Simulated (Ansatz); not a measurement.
One crystal and one scan (scan of one atom of the cell) at two levels, PBE (plane waves to 420 eV, PAW, scalar-relativistic; Ansatz, an electronic-structure program) and r2SCAN (plane waves to 500 eV, PAW, scalar-relativistic; Ansatz), each from its own relaxed cell and on its own mesh. The cell shown is that of PBE.

GeO2 (rutile)

```yaml
crystal:
  lattice:
    - [4.48750, 0.00000, 0.00000]
    - [0.00000, 4.48750, 0.00000]
    - [0.00000, 0.00000, 2.90497]
  atoms:
    - { symbol: Ge, position: [0.00000, 0.00000, 0.00000] }
    - { symbol: Ge, position: [0.50000, 0.50000, 0.50000] }
    - { symbol: O, position: [0.30714, 0.30714, 0.00000] }
    - { symbol: O, position: [0.80714, 0.19286, 0.50000] }
    - { symbol: O, position: [0.19286, 0.80714, 0.50000] }
    - { symbol: O, position: [0.69286, 0.69286, 0.00000] }
```

In each cell atom 4 (O, nearest neighbour Ge at 1.899 Å; its periodic images, 2.9 Å or more away, move with it) moves by s·(0.707, 0.707, 0.000) (along Cartesian [110]), the rest being held.

Energies are smeared free energies. GeO2 was relaxed with its symmetry unable to fall. Both scans cover s from -0.380 to 0.380 Å.

ΔE (meV/cell), each from the undisplaced structure of its own level:

```csv
s (Å),PBE,r2SCAN
-0.380,456,withheld
-0.304,286,351
-0.228,159,195
-0.152,70,86
-0.076,17,21
0.000,0,0
0.076,17,21
0.152,70,86
0.228,159,195
0.304,286,351
0.380,456,withheld
```

Problem. Estimate the r2SCAN value at 0.380 from the PBE value there and the ratio of the two levels in the two nearest given rows on that side of the minimum.

Solution. At 0.304 and 0.228 the ratio r2SCAN/PBE averages 1.227, which gives 1.227 × 456 = 560 meV/cell. The calculation gives 558 meV/cell, +22.4 % against PBE.

(For displaced atoms, the force is minus the slope of the energy, and its curvature is a force constant, which sets phonon frequencies.)
